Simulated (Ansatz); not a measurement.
# Co (Cobalt): a relaxation, part 2 of 3

Aim: for Co (Cobalt), find the bulk's equilibrium cell.

Ansatz 0.2.0; DFT PBE+D3(BJ), scalar-relativistic, plane waves, PAW. Earlier steps stand in the parts before.

### Step 3. Rough relaxation on the coarse mesh

Contents of input.yaml:

```yaml
crystal:
  lattice:
    - [2.5074, 0.0, 0.0]
    - [-1.2537, 2.1714720974, 0.0]
    - [0.0, 0.0, 4.0699]
  atoms:
    - { symbol: Co, position: [0.3333333333, 0.6666666667, 0.25], spin: 1.84 }
    - { symbol: Co, position: [0.6666666667, 0.3333333333, 0.75], spin: 1.84 }
basis:
  ecutwfc: 420
kpoints:
  mp_grid: { grid: [9, 9, 6] }
hamiltonian:
  xc: pbe
  dispersion: d3bj
scf:
  occupations: { method: gaussian, width: 0.1 }
output:
  forces: true
  stress: true
  eigenvalues: true
  populations: true
magnetization:
  spin_polarized: true
relax:
  adjacent_minimum: "off"
  f_tol: 0.05
  max_steps: 80
  cell: { stress_tol: 0.5 }
```

On the command line:

```bash
$ ansatz run input.yaml --threads 4 --pin off --max-ram 10240MiB --backend cpu --events-out ev --progress --plain --runs-dir out
```

The program printed:

```text
Warning: RAYON_NUM_THREADS=4 ignored (pool sized by the plan → 4); use --threads N
Engine: ansatz 0.2.0, aarch64-unknown-linux-gnu
Pseudopotentials: kind: paw
Pseudopotential: Co, paw, valence charge 17, recommended cutoff 420 eV (normal), Co.paw.azcp
Functional definition: PBE
  parameter kappa = 0.804
  parameter beta = 0.06672455060314922
  exchange = pbe_x(kappa = kappa, mu = beta*pi^2/3)
  correlation = pbe_c(beta = beta)
Crystal: 2 atoms, lattice volume = 22.160 Å³
Basis set: ecut = 420 eV, 415 PW (Γ), exchange–correlation on 36×36×60 points (8 copies of the dense FFT grid, shifted against one another)
Bands: 23, of which v1, the nominal top of the filled ones, is band 17 counted from 1 (16 counted from 0)
Symmetry: 24 space group operations
Space group: P63/mmc (ITA 194), of the structure as read, at distance tolerance 2.8e-5 Å
Magnetic group: BNS 194.263 (UNI 1493), of the structure as read, at distance tolerance 2.8e-5 Å
k-points: 48 of 486
Non-local potential: Co, projectors of the file, l = 0: 3, l = 1: 2, l = 2: 3, l = 3: 1
PAW form: soft (Blöchl's): semilocal exchange-correlation on the pseudo side does not see the compensation charge
PAW one-centre angular grid: Co, 590 points (default); XC on 64 Gauss nodes
Initial density: superposition of atomic densities (chi_scale 0.1, normalization cell)
Starting moments: Σ|m| = 3.68 μB on 2 of 2 sites
Initial wavefunctions: pseudopotential atomic-orbital guess
Functional: x = pbe(κ = 0.804, μ = 0.2195149727645171), c = pbe(β = 0.06672455060314922)
SCF iter   1: F=—  HF=-10252.494864 eV  |F-HF|=—  |Δ(HF+E_count)|=         —  Δρ=9.44e-2 (↑3.66e-2 ↓9.44e-2)  dr2=2.19e0  dr2_m=1.80e-1  M=3.436 μB ∫|m|=3.590 μB  β_m=0.30  ethr=3.10e-3  ⟨swp⟩=5.0  Hψ=8090  notcnv=0
Mixer restart at iter 1: flushing history
preconditioner: auto → none  [metal: Δε(μ)=0.015 eV  Ē_g=8.974 eV  σ=0.100 eV  W_gap=0.09  n_scr=8 (ndim 8)  ℏωp=33.5 eV  f_vac=0.000  D(μ)=2.60/eV (n_scr^D=34)  sad-step TF]
SCF iter   2: F=—  HF=-10251.834688 eV  |F-HF|=—  |Δ(HF+E_count)|=   6.60e-1  Δρ=4.02e-2 (↑1.66e-2 ↓4.02e-2)  dr2=1.47e-1  dr2_m=1.49e-1  M=3.449 μB ∫|m|=3.648 μB  β_m=0.37  ethr=3.10e-3  ⟨swp⟩=2.5  Hψ=4008  notcnv=0  defer=124
SCF iter   3: F=—  HF=-10252.403738 eV  |F-HF|=—  |Δ(HF+E_count)|=         —  Δρ=1.89e-2 (↑1.89e-2 ↓8.48e-3)  dr2=1.31e-2  dr2_m=3.43e-2  M=3.376 μB ∫|m|=3.617 μB  β_m=0.37  ethr=4.33e-4  ⟨swp⟩=2.0  Hψ=2755  notcnv=0  defer=125
Mixer restart at iter 3: flushing history
SCF iter   4: F=—  HF=-10252.734766 eV  |F-HF|=—  |Δ(HF+E_count)|=   3.31e-1  Δρ=8.40e-3 (↑8.40e-3 ↓5.14e-3)  dr2=8.83e-3  dr2_m=5.49e-3  M=3.280 μB ∫|m|=3.551 μB  β_m=0.49  ethr=3.84e-5  ⟨swp⟩=2.5  Hψ=4250  notcnv=0  defer=125
SCF iter   5: F=—  HF=-10253.011486 eV  |F-HF|=—  |Δ(HF+E_count)|=   2.77e-1  Δρ=7.17e-3 (↑3.69e-3 ↓7.17e-3)  dr2=8.91e-3  dr2_m=3.76e-3  M=3.198 μB ∫|m|=3.503 μB  β_m=0.25  ethr=2.60e-5  ⟨swp⟩=2.0  Hψ=4408  notcnv=0  defer=121
SCF iter   6: F=—  HF=-10253.057363 eV  |F-HF|=—  |Δ(HF+E_count)|=   4.59e-2  Δρ=4.56e-3 (↑4.56e-3 ↓2.63e-3)  dr2=2.16e-3  dr2_m=1.78e-3  M=3.184 μB ∫|m|=3.496 μB  β_m=0.44  ethr=2.60e-5  ⟨swp⟩=2.1  Hψ=3674  notcnv=0  defer=119
SCF iter   7: F=—  HF=-10253.103458 eV  |F-HF|=—  |Δ(HF+E_count)|=   4.61e-2  Δρ=3.61e-3 (↑1.47e-3 ↓3.61e-3)  dr2=1.39e-3  dr2_m=1.07e-3  M=3.130 μB ∫|m|=3.473 μB  β_m=0.37  ethr=6.36e-6  ⟨swp⟩=2.0  Hψ=4223  notcnv=0  defer=119
SCF iter   8: F=—  HF=-10253.109315 eV  |F-HF|=—  |Δ(HF+E_count)|=   5.86e-3  Δρ=1.39e-3 (↑8.66e-4 ↓1.39e-3)  dr2=8.88e-5  dr2_m=2.45e-4  M=3.119 μB ∫|m|=3.469 μB  β_m=0.68  ethr=4.08e-6  ⟨swp⟩=2.0  Hψ=3067  notcnv=0  defer=119
SCF iter   9: F=—  HF=-10253.109740 eV  |F-HF|=—  |Δ(HF+E_count)|=   4.25e-4  Δρ=6.42e-4 (↑2.59e-4 ↓6.42e-4)  dr2=4.66e-5  dr2_m=3.35e-5  M=3.116 μB ∫|m|=3.469 μB  β_m=0.80  ethr=2.61e-7  ⟨swp⟩=2.0  Hψ=3519  notcnv=0  defer=118
SCF iter  10: F=—  HF=-10253.109801 eV  |F-HF|=—  |Δ(HF+E_count)|=   6.06e-5  Δρ=5.91e-5 (↑2.79e-5 ↓5.91e-5)  dr2=3.40e-7  dr2_m=2.99e-7  M=3.114 μB ∫|m|=3.469 μB  β_m=0.90  ethr=1.37e-7  ⟨swp⟩=2.0  Hψ=3061  notcnv=0  defer=118
SCF iter  11: F=—  HF=-10253.109801 eV  |F-HF|=—  |Δ(HF+E_count)|=   6.35e-7  Δρ=2.40e-5 (↑7.55e-6 ↓2.40e-5)  dr2=9.68e-8  dr2_m=1.85e-8  M=3.114 μB ∫|m|=3.469 μB  β_m=0.95  ethr=1.00e-9  ⟨swp⟩=2.0  Hψ=3877  notcnv=0  defer=118
SCF iter  12: F=-10253.109801 eV  HF=-10253.109801 eV  |F-HF|=4.07e-9  |Δ(HF+E_count)|=   1.29e-8  Δρ=6.41e-6 (↑1.58e-6 ↓6.41e-6)  dr2=6.36e-9  dr2_m=2.28e-9  M=3.114 μB ∫|m|=3.469 μB  ethr=2.85e-10  ⟨swp⟩=4.9  Hψ=8165  notcnv=0
SCF 1 converged in 12 iterations: F = -10253.109801 eV  dr2 = 6.36e-9
relax step   1: F+E_penalty+E_count = -10253.10980130 eV  Δ(F+E_penalty+E_count) = +0.000e0 eV  max|allowed force component| = 0.000e0 eV/Å  Δτ_max = 0.0000 Å  P = -11.309 GPa  Ω = 22.160 Å³  (12 SCF iters, dr2 threshold 1.00e-7 eV, accepted)
Crystal: 2 atoms, lattice volume = 21.491 Å³
Basis set: ecut = 420 eV, 391 PW (Γ), exchange–correlation on 36×36×60 points (8 copies of the dense FFT grid, shifted against one another)
Initial density: handed on by an earlier stage of this run
Starting moments: Σ|m| = 3.68 μB on 2 of 2 sites; this step starts from the density that it was given
Initial wavefunctions: those handed on with the density
iter 1 solved again at ethr=5.02e-5 eV; its pass at ethr=3.10e-3 eV (dr2=1.71e-2 eV) is discarded
SCF iter   1: F=—  HF=-10253.148104 eV  |F-HF|=—  |Δ(HF+E_count)|=         —  Δρ=6.50e-3 (↑6.50e-3 ↓5.01e-3)  dr2=1.74e-2  dr2_m=2.20e-4  M=3.106 μB ∫|m|=3.438 μB  β_m=0.30  ethr=5.02e-5  ⟨swp⟩=1.0  Hψ=10637  notcnv=0
preconditioner: auto → none  [metal: Δε(μ)=0.031 eV  Ē_g=9.551 eV  σ=0.100 eV  W_gap=0.17  n_scr=8 (ndim 8)  ℏωp=34.0 eV  f_vac=0.000  D(μ)=2.06/eV (n_scr^D=22)]
SCF iter   2: F=—  HF=-10253.140233 eV  |F-HF|=—  |Δ(HF+E_count)|=   7.87e-3  Δρ=1.11e-3 (↑1.11e-3 ↓1.01e-3)  dr2=1.73e-4  dr2_m=5.90e-5  M=3.106 μB ∫|m|=3.440 μB  β_m=0.30  ethr=5.02e-5  ⟨swp⟩=2.0  Hψ=3512  notcnv=0
SCF iter   3: F=—  HF=-10253.141295 eV  |F-HF|=—  |Δ(HF+E_count)|=   1.06e-3  Δρ=1.04e-3 (↑7.56e-4 ↓1.04e-3)  dr2=9.61e-5  dr2_m=6.01e-5  M=3.103 μB ∫|m|=3.438 μB  β_m=0.55  ethr=5.09e-7  ⟨swp⟩=2.1  Hψ=3250  notcnv=0
SCF iter   4: F=—  HF=-10253.143727 eV  |F-HF|=—  |Δ(HF+E_count)|=   2.43e-3  Δρ=1.03e-3 (↑2.99e-4 ↓1.03e-3)  dr2=1.72e-4  dr2_m=4.42e-5  M=3.095 μB ∫|m|=3.433 μB  β_m=0.77  ethr=2.83e-7  ⟨swp⟩=2.0  Hψ=3871  notcnv=0
SCF iter   5: F=—  HF=-10253.145179 eV  |F-HF|=—  |Δ(HF+E_count)|=   1.45e-3  Δρ=5.85e-4 (↑1.75e-4 ↓5.85e-4)  dr2=6.47e-5  dr2_m=9.46e-6  M=3.089 μB ∫|m|=3.427 μB  β_m=0.89  ethr=2.83e-7  ⟨swp⟩=2.0  Hψ=3872  notcnv=0
SCF iter   6: F=—  HF=-10253.145282 eV  |F-HF|=—  |Δ(HF+E_count)|=   1.03e-4  Δρ=2.47e-4 (↑2.47e-4 ↓2.40e-4)  dr2=2.86e-5  dr2_m=1.44e-7  M=3.085 μB ∫|m|=3.423 μB  β_m=0.94  ethr=1.90e-7  ⟨swp⟩=2.0  Hψ=3874  notcnv=0
SCF iter   7: F=—  HF=-10253.145301 eV  |F-HF|=—  |Δ(HF+E_count)|=   1.95e-5  Δρ=1.05e-4 (↑9.23e-5 ↓1.05e-4)  dr2=4.87e-6  dr2_m=3.12e-8  M=3.086 μB ∫|m|=3.423 μB  β_m=0.97  ethr=8.41e-8  ⟨swp⟩=2.0  Hψ=3002  notcnv=0
SCF iter   8: F=—  HF=-10253.145304 eV  |F-HF|=—  |Δ(HF+E_count)|=   2.97e-6  Δρ=1.01e-5 (↑9.74e-6 ↓1.01e-5)  dr2=5.40e-8  dr2_m=4.42e-10  M=3.086 μB ∫|m|=3.424 μB  β_m=0.90  ethr=1.43e-8  ⟨swp⟩=2.0  Hψ=3839  notcnv=0
SCF iter   9: F=-10253.145304 eV  HF=-10253.145304 eV  |F-HF|=1.21e-9  |Δ(HF+E_count)|=   3.57e-8  Δρ=2.02e-6 (↑1.71e-6 ↓2.02e-6)  dr2=1.86e-9  dr2_m=3.57e-11  M=3.086 μB ∫|m|=3.424 μB  ethr=1.59e-10  ⟨swp⟩=2.1  Hψ=6889  notcnv=0
the search or the solves at the SCF's close seem to have found levels that the self-consistency loop had missed (the run counts 1). By its estimate they hold under 1e-12 electrons; where the run keeps them, the occupations were computed again with them
SCF 2 converged in 9 iterations: F = -10253.145304 eV  dr2 = 1.86e-9
relax step   2: F+E_penalty+E_count = -10253.14530423 eV  Δ(F+E_penalty+E_count) = -3.550e-2 eV  max|allowed force component| = 1.619e-17 eV/Å  Δτ_max = 0.0000 Å  P = -5.182 GPa  Ω = 21.491 Å³  energy of the carried Pulay correction = +7.539e-4 eV  (9 SCF iters, dr2 threshold 2.00e-7 eV, accepted)
Crystal: 2 atoms, lattice volume = 20.956 Å³
iter 1 solved again at ethr=3.63e-5 eV; its pass at ethr=3.10e-3 eV (dr2=1.23e-2 eV) is discarded
SCF iter   1: F=—  HF=-10253.155475 eV  |F-HF|=—  |Δ(HF+E_count)|=         —  Δρ=6.00e-3 (↑6.00e-3 ↓3.86e-3)  dr2=1.23e-2  dr2_m=3.53e-4  M=3.072 μB ∫|m|=3.393 μB  β_m=0.30  ethr=3.63e-5  ⟨swp⟩=1.0  Hψ=10707  notcnv=0
preconditioner: auto → none  [metal: Δε(μ)=0.010 eV  Ē_g=9.771 eV  σ=0.100 eV  W_gap=0.06  n_scr=8 (ndim 8)  ℏωp=34.4 eV  f_vac=0.000  D(μ)=2.02/eV (n_scr^D=22)]
SCF iter   2: F=—  HF=-10253.149937 eV  |F-HF|=—  |Δ(HF+E_count)|=   5.54e-3  Δρ=1.16e-3 (↑9.75e-4 ↓1.16e-3)  dr2=1.33e-4  dr2_m=8.76e-5  M=3.073 μB ∫|m|=3.396 μB  β_m=0.30  ethr=3.61e-5  ⟨swp⟩=2.0  Hψ=3356  notcnv=0
SCF iter   3: F=—  HF=-10253.150841 eV  |F-HF|=—  |Δ(HF+E_count)|=   9.04e-4  Δρ=1.11e-3 (↑6.76e-4 ↓1.11e-3)  dr2=7.35e-5  dr2_m=8.52e-5  M=3.070 μB ∫|m|=3.393 μB  β_m=0.63  ethr=3.92e-7  ⟨swp⟩=2.1  Hψ=3227  notcnv=0
SCF iter   4: F=—  HF=-10253.153048 eV  |F-HF|=—  |Δ(HF+E_count)|=   2.21e-3  Δρ=1.04e-3 (↑2.70e-4 ↓1.04e-3)  dr2=1.82e-4  dr2_m=4.23e-5  M=3.062 μB ∫|m|=3.388 μB  β_m=0.81  ethr=2.16e-7  ⟨swp⟩=2.0  Hψ=3870  notcnv=0
SCF iter   5: F=—  HF=-10253.153993 eV  |F-HF|=—  |Δ(HF+E_count)|=   9.45e-4  Δρ=2.62e-4 (↑6.58e-5 ↓2.62e-4)  dr2=4.32e-6  dr2_m=4.84e-6  M=3.055 μB ∫|m|=3.380 μB  β_m=0.91  ethr=2.16e-7  ⟨swp⟩=2.0  Hψ=3871  notcnv=0
SCF iter   6: F=—  HF=-10253.153994 eV  |F-HF|=—  |Δ(HF+E_count)|=   7.78e-7  Δρ=2.06e-4 (↑1.87e-4 ↓2.06e-4)  dr2=1.79e-5  dr2_m=1.13e-7  M=3.052 μB ∫|m|=3.378 μB  β_m=0.91  ethr=1.27e-8  ⟨swp⟩=2.6  Hψ=4064  notcnv=0
SCF iter   7: F=—  HF=-10253.154008 eV  |F-HF|=—  |Δ(HF+E_count)|=   1.46e-5  Δρ=1.96e-5 (↑9.68e-6 ↓1.96e-5)  dr2=7.96e-8  dr2_m=7.26e-9  M=3.053 μB ∫|m|=3.379 μB  β_m=0.89  ethr=1.27e-8  ⟨swp⟩=2.0  Hψ=3871  notcnv=0
SCF iter   8: F=-10253.154008 eV  HF=-10253.154008 eV  |F-HF|=9.12e-9  |Δ(HF+E_count)|=   1.62e-7  Δρ=5.85e-6 (↑3.58e-6 ↓5.85e-6)  dr2=1.10e-8  dr2_m=4.40e-10  M=3.054 μB ∫|m|=3.379 μB  ethr=2.34e-10  ⟨swp⟩=2.0  Hψ=7276  notcnv=0
SCF 3 converged in 8 iterations: F = -10253.154008 eV  dr2 = 1.10e-8
relax step   3: F+E_penalty+E_count = -10253.15400845 eV  Δ(F+E_penalty+E_count) = -8.704e-3 eV  max|allowed force component| = 3.238e-17 eV/Å  Δτ_max = 0.0000 Å  P = +0.503 GPa  Ω = 20.956 Å³  energy of the carried Pulay correction = +1.376e-3 eV  (8 SCF iters, dr2 threshold 2.00e-7 eV, accepted)
[... 11 lines left out ...]
relax step   4: F+E_penalty+E_count = -10253.15403406 eV  Δ(F+E_penalty+E_count) = -2.561e-5 eV  max|allowed force component| = 8.327e-17 eV/Å  Δτ_max = 0.0000 Å  P = -0.011 GPa  Ω = 21.001 Å³  energy of the carried Pulay correction = +1.323e-3 eV  (7 SCF iters, dr2 threshold 2.00e-7 eV, accepted)
Basis set: ecut = 420 eV, 391 PW (Γ), exchange–correlation on 36×36×54 points (8 copies of the dense FFT grid, shifted against one another)
Initial wavefunctions: pseudopotential atomic-orbital guess (no wavefunctions were taken with the density)
iter 1 solved again at ethr=2.31e-8 eV; its pass at ethr=3.10e-3 eV (dr2=7.85e-6 eV) is discarded
SCF iter   1: F=—  HF=-10253.152927 eV  |F-HF|=—  |Δ(HF+E_count)|=         —  Δρ=2.34e-4 (↑1.91e-4 ↓2.34e-4)  dr2=6.65e-6  dr2_m=2.04e-7  M=3.056 μB ∫|m|=3.382 μB  β_m=0.65  ethr=2.31e-8  ⟨swp⟩=3.0  Hψ=14903  notcnv=0
preconditioner: auto → none  [metal: Δε(μ)=0.014 eV  Ē_g=9.770 eV  σ=0.100 eV  W_gap=0.08  n_scr=2 (ndim 8)  ℏωp=34.4 eV  f_vac=0.000  D(μ)=1.97/eV (n_scr^D=22)]
SCF iter   2: F=—  HF=-10253.152932 eV  |F-HF|=—  |Δ(HF+E_count)|=   4.88e-6  Δρ=8.72e-5 (↑8.72e-5 ↓6.42e-5)  dr2=2.45e-6  dr2_m=1.22e-7  M=3.055 μB ∫|m|=3.382 μB  β_m=0.48  ethr=1.95e-8  ⟨swp⟩=2.0  Hψ=3851  notcnv=0
SCF iter   3: F=—  HF=-10253.152932 eV  |F-HF|=—  |Δ(HF+E_count)|=   2.82e-7  Δρ=7.16e-5 (↑6.67e-5 ↓7.16e-5)  dr2=1.17e-6  dr2_m=1.19e-8  M=3.056 μB ∫|m|=3.382 μB  β_m=0.45  ethr=7.21e-9  ⟨swp⟩=2.0  Hψ=3781  notcnv=0
SCF iter   4: F=—  HF=-10253.152931 eV  |F-HF|=—  |Δ(HF+E_count)|=   2.77e-7  Δρ=5.18e-6 (↑5.18e-6 ↓2.61e-6)  dr2=6.02e-9  dr2_m=7.04e-10  M=3.056 μB ∫|m|=3.382 μB  β_m=0.71  ethr=3.44e-9  ⟨swp⟩=2.3  Hψ=3249  notcnv=0
SCF iter   5: F=—  HF=-10253.152931 eV  |F-HF|=—  |Δ(HF+E_count)|=   5.53e-8  Δρ=4.64e-6 (↑2.90e-6 ↓4.64e-6)  dr2=6.34e-9  dr2_m=2.39e-10  M=3.056 μB ∫|m|=3.382 μB  β_m=0.86  ethr=1.77e-11  ⟨swp⟩=2.2  Hψ=3538  notcnv=0
SCF iter   6: F=—  HF=-10253.152931 eV  |F-HF|=—  |Δ(HF+E_count)|=   1.34e-8  Δρ=2.33e-6 (↑4.70e-7 ↓2.33e-6)  dr2=8.76e-10  dr2_m=2.45e-10  M=3.056 μB ∫|m|=3.382 μB  β_m=0.93  ethr=1.77e-11  ⟨swp⟩=2.3  Hψ=3320  notcnv=0
SCF iter   7: F=-10253.152931 eV  HF=-10253.152931 eV  |F-HF|=1.64e-11  |Δ(HF+E_count)|=   3.24e-9  Δρ=2.82e-7 (↑1.12e-7 ↓2.82e-7)  dr2=1.83e-11  dr2_m=2.98e-12  M=3.056 μB ∫|m|=3.382 μB  ethr=2.58e-12  ⟨swp⟩=2.0  Hψ=7278  notcnv=0
SCF 5 converged in 7 iterations: F = -10253.152931 eV  dr2 = 1.83e-11
relax step   5: F+E_penalty+E_count = -10253.15293138 eV  Δ(F+E_penalty+E_count) = +1.103e-3 eV  max|allowed force component| = 5.551e-17 eV/Å  Δτ_max = 0.0000 Å  P = -0.046 GPa  Ω = 21.001 Å³  stress off target by 9.95e-2 GPa  SCF on the basis re-selected at this cell (its energy is not comparable with the rows above)  (7 SCF iters)
basis re-selected at this cell: Δ(F+E_penalty+E_count) = +1.103e-3 eV, ΔP = -0.035 GPa vs the last step (what re-selecting the basis moved, of the pressure what is left beyond the Pulay correction that the steps carried, after the strain that the cell walked since its last selection, with what the two solves' SCF thresholds leave and, on support functions, any second-order correction that the steps lacked; it is no measure of the basis error at this ecutwfc). The dense FFT grid was sized anew with the basis: this SCF ran on 18×18×27 points, the steps before it on 18×18×30, so part of this shift can come from that change (see relax.cell in the input reference). This SCF's stress stands 9.95e-2 GPa from its target on what of the cell is left free (relax.cell.stress_tol is 5.00e-1 GPa) and its largest allowed force component is 5.55e-17 eV/Å (relax.f_tol is 5.00e-2 eV/Å): within both
SCF converged after 7 iterations
Magnetization: 3.0557 μB (18.5278 up, 15.4722 down)
Absolute magnetization: 3.3838 μB (∫|ρ↑−ρ↓|, with the PAW one-centre terms)
Spin contamination: 0.0505 ħ² per cell (⟨S²⟩ above its minimum at these occupations)
Per-site moments (μB) at R_I (Å): [(1.6029007388980328, 1.011159638995374), (1.6029007388980334, 1.011159638995374)]
Free energy (F): -10253.152931 eV
Harris-Foulkes:  -10253.152931 eV  (|F-HF|=1.64e-11)
Internal energy: -10253.143057 eV  (E = F + TS)
E sigma→0 (E₀):  -10253.147994 eV
Entropy (-TS):   -0.009874 eV (-4.937 meV/atom)
Fermi energy:    19.445429 eV
--- Per-component energies (eV) ---
  E_band       = -463.490990
  E_kinetic    = 909.580735
  E_local      = -5572.034613  (includes V_loc(G=0)·N_el)
  E_nonlocal   = 908.209011
  E_hartree    = 2339.945370
  E_xc         = -318.772565
  E_vxc        = -411.415795  (∫ρ·V_xc dr)
  E_paw        = -3030.601639  (= ΣΔE_a)
  E_vpaw       = -977.720846  (= ΣTr[D̂ρ^β])
  E_aug_tail   = 0.000173  (compensation charges beyond the density's cutoff)
  E_ewald      = -5488.606863
  E_disp       = -0.862665  (pairwise vdW)
  E_smearing   = -0.009874  (= −TS)
  E_closure    = -0.000000  (closes the sum)
  Σ components = -10253.152931   (vs F -10253.152931, Δ=0.00e0)
--- Forces (eV/Å), atoms counted from 1 ---
  atom   1  Co     0.00000000    -0.00000000     0.00000000
  atom   2  Co     0.00000000     0.00000000     0.00000000
  max |Σ_I F_I| component: 2.78e-17 eV/Å
--- Stress (GPa, compression-positive) ---
       -0.019258      -0.000000       0.000000
        0.000000      -0.019258       0.000000
        0.000000       0.000000      -0.099501
  P = ⅓ Tr σ = -0.0460 GPa (-0.460 kbar)
--- Band table (eV; the first three rows and the last of 96) ---
  k-point 0 ↑: bands = ["-76.5922", "-76.5264", "-40.0114", "-39.6920", "-39.6920", "-39.6412", "-39.6388", "-39.6388", "10.2313", "14.1250", "16.8012", "16.8337", "16.8337", "17.1667", "17.1667", "17.5414", "17.5414", "18.7081", "18.7081", "19.2344", "26.0405", "41.5025", "44.2453"]
  k-point 1 ↑: bands = ["-76.5878", "-76.5308", "-39.9870", "-39.6885", "-39.6885", "-39.6664", "-39.6424", "-39.6424", "10.5174", "14.0552", "16.7258", "16.7661", "16.7661", "17.0887", "17.0887", "17.7133", "17.7133", "18.2692", "18.6907", "18.6907", "27.5718", "41.3408", "42.9716"]
  k-point 2 ↑: bands = ["-76.5758", "-76.5429", "-39.9201", "-39.7350", "-39.6787", "-39.6787", "-39.6522", "-39.6522", "11.3365", "13.6114", "16.5508", "16.7086", "16.7086", "16.9168", "16.9168", "16.9257", "18.0535", "18.0535", "18.5975", "18.5975", "30.8150", "38.7016", "41.8401"]
  k-point 47 ↓: bands = ["-74.5425", "-74.5425", "-38.0219", "-38.0219", "-37.9438", "-37.9438", "-37.7740", "-37.7740", "16.6750", "16.6750", "16.7606", "16.7606", "17.5715", "17.5715", "19.2153", "19.2153", "20.5626", "20.5626", "25.9154", "25.9154", "27.6376", "27.6376", "29.9431"]
--- Relaxed structure (4 steps of the walk, 4 accepted, 1 SCFs on fresh bases) ---
  F+E_penalty+E_count = -10253.15293138 eV   max|allowed force component| = 5.551e-17 eV/Å   (the final SCF, on the basis selected at the relaxed cell)
  cell:  # Å, volume = 21.0011 Å³
    - [2.4646913975925693, 0.0, 0.0]
    - [-1.2323456987962846, 2.134485362804137, 0.0]
    - [0.0, 0.0, 3.991967592365057]
  atoms:
    - { symbol: Co, position: [0.3333333333333333, 0.6666666666666666, 0.25] }
    - { symbol: Co, position: [0.6666666666666666, 0.3333333333333333, 0.7499999999999999] }
--- Löwdin populations: 2 sites ---
  site symbol       q [e]    m [muB]
     0     Co     16.7848     1.5900
     1     Co     16.7848     1.5900
  spilling = 0.012658 (of n_electrons = 34.000000)
```

Wall time 9.2 s (4 threads of Arm Neoverse N1, shared host); peak memory 0.33 GiB.

Relaxation path:

| step | energy from step 1 (eV/cell) | largest force component (eV/Å) | pressure (GPa) | volume (Å³) |
| --- | --- | --- | --- | --- |
| 1 | 0.0000 | 0.0000 | -11.31 | 22.16 |
| 2 | -0.0355 | 0.0000 | -5.18 | 21.49 |
| 3 | -0.0442 | 0.0000 | 0.50 | 20.96 |
| 4 | -0.0442 | 0.0000 | -0.01 | 21.00 |
| 5 | -0.0431 | 0.0000 | -0.05 | 21.00 |

Step 1 is the start. Step 5 repeats the geometry before it on a plane-wave basis chosen anew for that cell, so its energy need not be comparable with the rows above.

|  | before | after | change |
| --- | --- | --- | --- |
| a (Å) | 2.507 | 2.465 | -1.7 % |
| b (Å) | 2.507 | 2.465 | -1.7 % |
| c (Å) | 4.070 | 3.992 | -1.9 % |
| volume (Å³/atom) | 11.08 | 10.50 | -5.2 % |
| shortest distance (Å) | 2.497 | 2.451 | -1.8 % |
| space group (0.01 Å) | P6_3/mmc | P6_3/mmc | same |

The run keeps the 24 symmetry operations of the start, so it could not have lowered the symmetry.

By site:

```tsv
atom	moment in the atom's sphere (μB)	Löwdin electrons
Co1	1.60	16.78
Co2	1.60	16.78
```

The Löwdin counts miss 0.43 of the 34 electrons, which the atomic orbitals do not span, so they are no charges.

[end of part 2 of 3]
